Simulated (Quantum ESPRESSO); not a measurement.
Wanted: the native input for a Quantum ESPRESSO 7.5 run.

```yaml
Task: work function
Functional: PBE
Potentials_or_basis: PseudoDojo 0.4.1 SR PBE standard
Cutoff: 1088 eV
Density_cutoff: 4354 eV
k_mesh: 9 × 8 × 1
Occupations: fermi-dirac, width 0.05 eV
Spin: no spin polarisation
Boundary_across_the_vacuum: none
Mixing_mode: local-TF
Mixing_beta: 0.3
Most_SCF_iterations: 150
SCF_threshold: 6e-09 Ry
```

Ga, a slab with vacuum:

```
CELL_PARAMETERS angstrom
2.90000 0.00000 0.00000
0.00000 3.17000 0.00000
0.00000 0.00000 25.03242
ATOMIC_POSITIONS crystal
Ga 0.50000 0.25000 0.29961
Ga 0.00000 0.75000 0.37561
Ga 0.00000 0.25000 0.46200
Ga 0.50000 0.75000 0.53800
Ga 0.50000 0.25000 0.62439
Ga 0.00000 0.75000 0.70039
```

The input as run:

pw.in

```
&CONTROL
  calculation = 'scf'
  prefix = 'pwscf'
  outdir = './tmp'
  pseudo_dir = './pseudo'
  tprnfor = .true.
  disk_io = 'low'
/
&SYSTEM
  ibrav = 0
  celldm(1) = 8
  nat = 6
  ntyp = 1
  ecutwfc = 80
  nbnd = 51
  occupations = 'smearing'
  smearing = 'fd'
  degauss = 0.00367493
/
&ELECTRONS
  conv_thr = 6d-09
  electron_maxstep = 150
  mixing_beta = 0.3
  mixing_mode = 'local-TF'
/
ATOMIC_SPECIES
Ga    69.7230 Ga.upf
CELL_PARAMETERS alat
  0.6850257201768   0.0000000000000   0.0000000000000
  0.0000000000000   0.7488039768830   0.0000000000000
  0.0000000000000   0.0000000000000   5.9130522545756
ATOMIC_POSITIONS crystal
Ga     0.5000000000    0.2500000000    0.2996114639
Ga     0.0000000000    0.7500000000    0.3756097093
Ga     0.0000000000    0.2500000000    0.4620008773
Ga     0.5000000000    0.7500000000    0.5379991227
Ga     0.5000000000    0.2500000000    0.6243902907
Ga     0.0000000000    0.7500000000    0.7003885361
K_POINTS automatic
9 8 1 0 0 0
```

pp_density.in

```
&INPUTPP
  prefix = 'pwscf'
  outdir = './tmp'
  filplot = 'density.dat'
  plot_num = 0
/
&PLOT
  nfile = 1
  filepp(1) = 'density.dat'
  iflag = 3
  output_format = 6
  fileout = 'density.cube'
/
```

pp_potential.in

```
&INPUTPP
  prefix = 'pwscf'
  outdir = './tmp'
  filplot = 'potential.dat'
  plot_num = 11
/
&PLOT
  nfile = 1
  filepp(1) = 'potential.dat'
  iflag = 3
  output_format = 6
  fileout = 'potential.cube'
/
```

pp_elf.in

```
&INPUTPP
  prefix = 'pwscf'
  outdir = './tmp'
  filplot = 'elf.dat'
  plot_num = 8
/
&PLOT
  nfile = 1
  filepp(1) = 'elf.dat'
  iflag = 3
  output_format = 6
  fileout = 'elf.cube'
/
```

Potentials or basis: PseudoDojo 0.4.1 SR PBE standard.

Launch:

```bash
$ OMP_NUM_THREADS=1 pw.x -in pw.in > pw.out
$ OMP_NUM_THREADS=1 pp.x -in pp_density.in > pp_density.out
$ OMP_NUM_THREADS=1 pp.x -in pp_potential.in > pp_potential.out
$ OMP_NUM_THREADS=1 pp.x -in pp_elf.in > pp_elf.out
```

Results of the run:

```json
{
 "Largest force": "0.267 eV/Å",
 "Band gap on the k mesh": "none (metal or under the smearing width)",
 "Work function of the upper face": "4.41 eV",
 "Work function of the lower face": "4.41 eV"
}
```

Wall time 7.9 min on 1 thread of Arm Neoverse V2 (shared host), peak memory 0.61 GiB.
